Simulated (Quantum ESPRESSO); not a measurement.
Crystal: FeO.

```
Fe O
1.0
     2.61247    0.00000    0.00000
     0.00000    2.61247    0.00000
     0.00000    0.00000    2.61247
Fe O
1 1
Direct
  0.00000 0.00000 0.00000
  0.50000 0.50000 0.50000
```

The cell comes from a database or a generator and needn't be the stable form of this composition.

Below is the output of Quantum ESPRESSO 7.5 for this cell. Logs are shortened: lines on timing, memory, paths and dates and some standing lists are left out, and cuts for length are marked.

```text
This program is part of the open-source Quantum ESPRESSO suite
     for quantum simulation of materials; please cite
         "P. Giannozzi et al., J. Phys.:Condens. Matter 21 395502 (2009);
         "P. Giannozzi et al., J. Phys.:Condens. Matter 29 465901 (2017);
         "P. Giannozzi et al., J. Chem. Phys. 152 154105 (2020);
     in publications or presentations arising from this work. More details at

     IMPORTANT: XC functional enforced from input :
     Exchange-correlation= REVPBE
                           (   1   4   4   4   0   0   0)
     Any further DFT definition will be discarded
     Please, verify this is what you really want

     Message from routine setup:
[... 7 lines left out ...]
     --------------------
     sticks:   dense  smooth     PW     G-vecs:    dense   smooth      PW
     Sum         697     697    213                13949    13949    2325

     Using Slab Decomposition

     bravais-lattice index     =            0
     lattice parameter (alat)  =       4.9369  a.u.
     unit-cell volume          =     120.3235 (a.u.)^3
     number of atoms/cell      =            2
     number of atomic types    =            2
     number of electrons       =        22.00
     number of Kohn-Sham states=           21
     kinetic-energy cutoff     =      90.0000  Ry
     charge density cutoff     =     360.0000  Ry
     scf convergence threshold =      8.0E-08
     mixing beta               =       0.7000
     number of iterations used =           20  plain     mixing
     Exchange-correlation= REVPBE
                           (   1   4   4   4   0   0   0)
     Hubbard projectors: ortho-atomic
     Hubbard parameters of DFT+U (Dudarev formulation) in eV:
     U(Fe-3d) =  3.0000

     Internal variables: lda_plus_u =T, lda_plus_u_kind = 0

     Internal variables: orbital_resolved =F, hub_pot_fix =F, apply_U = F

     celldm(1)=   4.936852  celldm(2)=   0.000000  celldm(3)=   0.000000
     celldm(4)=   0.000000  celldm(5)=   0.000000  celldm(6)=   0.000000

     crystal axes: (cart. coord. in units of alat)
               a(1) = (   1.000000   0.000000   0.000000 )
               a(2) = (   0.000000   1.000000   0.000000 )
[... 263 lines left out ...]
     ------------------------ ATOM    1 ------------------------
     Tr[ns(  1)] (up, down, total) =   4.98173  1.34967  6.33140
     Atomic magnetic moment for atom   1 =   3.63207
     SPIN  1
     eigenvalues:
       0.995  0.995  0.997  0.997  0.997
     eigenvectors (columns):
       0.445  0.895  0.000  0.000  0.000
       0.000  0.000 -0.309  0.697 -0.647
       0.000 -0.000 -0.396  0.524  0.754
      -0.895  0.445 -0.000 -0.000 -0.000
      -0.000 -0.000  0.865  0.489  0.114
     occupation matrix ns (before diag.):
       0.995 -0.000  0.000  0.000  0.000
      -0.000  0.997 -0.000  0.000  0.000
[... 6 lines left out ...]
     eigenvectors (columns):
      -0.000  0.000  0.000  0.298 -0.954
      -0.298 -0.942  0.155 -0.000 -0.000
      -0.363 -0.038 -0.931 -0.000  0.000
       0.000 -0.000 -0.000 -0.954 -0.298
       0.883 -0.333 -0.331  0.000 -0.000
     occupation matrix ns (before diag.):
       0.520 -0.000 -0.000  0.000  0.000
      -0.000  0.103 -0.000  0.000  0.000
      -0.000 -0.000  0.103  0.000  0.000
       0.000  0.000  0.000  0.520 -0.000
       0.000  0.000  0.000 -0.000  0.103

     Number of occupied Hubbard levels =    6.3314

 ------ SPIN UP ------------

          k = 0.0000 0.0000 0.0000 (  1743 PWs)   bands (ev):

   -73.5859 -39.6768 -39.6768 -39.6768  -4.0847   9.7876   9.7876  11.6801
    11.6801  11.6801  13.5002  13.5002  13.5002  17.0648  31.4704  31.4704
    36.3401  36.3401  36.3401  46.8512  46.8512
[... 111 lines left out ...]
   -73.5426 -39.7870 -39.7864 -39.7864  -1.2911   7.7580   7.7580   8.0929
    12.6297  12.6297  14.3979  15.0141  15.0141  22.8272  23.5538  23.5538
    32.8493  37.5113  37.5554  37.5554  50.9111

 ------ SPIN DOWN ----------

          k = 0.0000 0.0000 0.0000 (  1743 PWs)   bands (ev):

   -69.6395 -35.5260 -35.5260 -35.5260  -3.5847  13.9227  13.9227  14.0810
    14.0810  14.0810  17.9744  19.0686  19.0686  19.0686  32.3418  32.3418
    37.5604  37.5604  37.5604  47.3112  47.3112
[... 111 lines left out ...]
   -69.5908 -35.6557 -35.6548 -35.6548  -0.6672  10.4535  10.4535  10.5792
    17.4855  17.4855  19.3448  19.9474  19.9474  23.7165  24.3472  24.3472
    34.7121  38.5247  38.5247  38.5563  51.6396

     the Fermi energy is    16.1989 ev

!    total energy              =    -283.66803463 Ry
     estimated scf accuracy    <          1.5E-09 Ry
     smearing contrib. (-TS)   =      -0.00008674 Ry
     internal energy E=F+TS    =    -283.66794788 Ry

     The total energy is F=E-TS. E is the sum of the following terms:
     one-electron contribution =    -109.91247293 Ry
     hartree contribution      =      69.37239344 Ry
     xc contribution           =     -44.20967191 Ry
     ewald contribution        =    -199.00587428 Ry
     Hubbard energy            =       0.08767779 Ry

     total magnetization       =     4.00 Bohr mag/cell
     absolute magnetization    =     4.00 Bohr mag/cell

     convergence has been achieved in  10 iterations

     Forces acting on atoms (cartesian axes, Ry/au):

     atom    1 type  1   force =     0.00000000    0.00000000    0.00000000
     atom    2 type  2   force =     0.00000000    0.00000000    0.00000000

     Total force =     0.000000     Total SCF correction =     0.000000

     Computing stress (Cartesian axis) and pressure

          total   stress  (Ry/bohr**3)                   (kbar)     P=      163.02
   0.00110821   0.00000000   0.00000000          163.02        0.00        0.00
   0.00000000   0.00110821   0.00000000            0.00      163.02        0.00
   0.00000000   0.00000000   0.00110821            0.00        0.00      163.02

=------------------------------------------------------------------------------=
   JOB DONE.
=------------------------------------------------------------------------------=
```

Q: What input gives this log?

A: Single point with revPBE+U, collinear spin, ferromagnetic start. The files as run (others can give the same):

pw.in
```
&CONTROL
  calculation = 'scf'
  prefix = 'pwscf'
  outdir = './tmp'
  pseudo_dir = './pseudo'
  tprnfor = .true.
  tstress = .true.
  disk_io = 'nowf'
/
&SYSTEM
  ibrav = 0
  nat = 2
  ntyp = 2
  ecutwfc = 90
  nbnd = 21
  input_dft = 'revpbe'
  occupations = 'smearing'
  smearing = 'gaussian'
  degauss = 0.00367493
  nspin = 2
  starting_magnetization(1) = 0.25
  starting_magnetization(2) = 0
/
&ELECTRONS
  conv_thr = 8d-08
  electron_maxstep = 100
  mixing_beta = 0.7
  mixing_ndim = 20
/
ATOMIC_SPECIES
Fe    55.8450 Fe.upf
O     15.9990 O.upf
CELL_PARAMETERS angstrom
   2.6124696300    0.0000000000    0.0000000000
   0.0000000000    2.6124696300    0.0000000000
   0.0000000000    0.0000000000    2.6124696300
ATOMIC_POSITIONS crystal
Fe     0.0000000000    0.0000000000    0.0000000000
O      0.5000000000    0.5000000000    0.5000000000
K_POINTS automatic
7 7 7 0 0 0
HUBBARD {ortho-atomic}
U Fe-3d 3.0
```

Potentials or basis: PseudoDojo 0.4.1 SR PBE standard.
Command:
```bash
$ OMP_NUM_THREADS=1 mpirun -n 2 pw.x -nk 2 -in pw.in > pw.out
```

Caveat: the k mesh is coarse; the potentials were made for another functional, which shifts forces and pressure; a cell with one magnetic atom can't hold antiferromagnetic order, which such compounds often take.
